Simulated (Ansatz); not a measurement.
An input for Ansatz 0.2.0 (Ga2SbP (ordered model alloy, started on the GaP lattice) (Ima2)):

```yaml
crystal:
  lattice:
    - [-0.0057868679, 5.7206663613, -5.725855081]
    - [5.725855081, 5.7206663613, 0.0057868679]
    - [5.7200682131, 0.0, -5.7200682131]
  atoms:
    - { symbol: Ga, position: [0.0147559426, -0.0150092774, 0.0130434299] }
    - { symbol: Ga, position: [0.0240088266, 0.4920138727, -0.0080113497] }
    - { symbol: Ga, position: [0.4849907226, 0.5147559426, -0.0127900952] }
    - { symbol: Ga, position: [0.4823873058, 0.0037891738, 0.0069117602] }
    - { symbol: Ga, position: [-0.0079861273, 0.5240088266, 0.4919886503] }
    - { symbol: Ga, position: [0.0147559426, -0.0150092774, 0.4872099048] }
    - { symbol: Ga, position: [0.5037891738, -0.0176126942, 0.5069117602] }
    - { symbol: Ga, position: [0.4849907226, 0.5147559426, 0.5130434299] }
    - { symbol: Sb, position: [0.8741045793, 0.3741045793, 0.8758954207] }
    - { symbol: Sb, position: [0.8755130781, 0.8742394999, 0.875123711] }
    - { symbol: P, position: [0.3744825274, 0.8744825274, 0.8755174726] }
    - { symbol: P, position: [0.3769819419, 0.3743987573, 0.8743096504] }
    - { symbol: P, position: [0.8743987573, 0.8769819419, 0.3743096504] }
    - { symbol: Sb, position: [0.8741045793, 0.3741045793, 0.3758954207] }
    - { symbol: Sb, position: [0.3742394999, 0.3755130781, 0.375123711] }
    - { symbol: P, position: [0.3744825274, 0.8744825274, 0.3755174726] }
kpoints:
  mp_grid: { grid: [2, 2, 2] }
hamiltonian:
  xc: hse06
  pseudopotentials: { kind: paw, azcp: { folder: soft_1 } }
scf:
  occupations: { method: fermi_dirac, width: 0.03 }
  n_extra_bands: 9
output:
  eigenvalues: true
```

```sh
ansatz run input.yaml --threads 4 --pin off --max-ram 17510MiB --backend cpu --events-out ev --progress --plain --runs-dir out
```

Q: How long will it take on 4 threads of Arm Neoverse V1, shared host, and how much memory?

It took 81 s; on shared hardware allow 41 s to 2.7 min. Peak host memory was 4.4 GiB. The sizes that set the cost: 7391 plane waves a state, 5 irreducible k points and 27 SCF cycles.

Exact exchange couples every pair of k points and filled bands, so it costs far more than a semilocal run.

[Paths, hosts, dates, memory and timing lines, banners, echoed tables and standing remarks are left out of the program output.]

[Logs are printed without paths, hosts, clocks, repeated set-up lines and the standing remarks that a program may print on its own settings, such as how far it seeks lower states.]

[Runs of the session that timed out or met a known fault of the program may be left out.]

[Cells called generated may have been cut or substituted from an entry of the Crystallography Open Database or the Materials Project.]

[Hosts, paths, dates, database ids (printed as entryN), source tags and the programs' standing remarks are cut or masked in the printed files.]
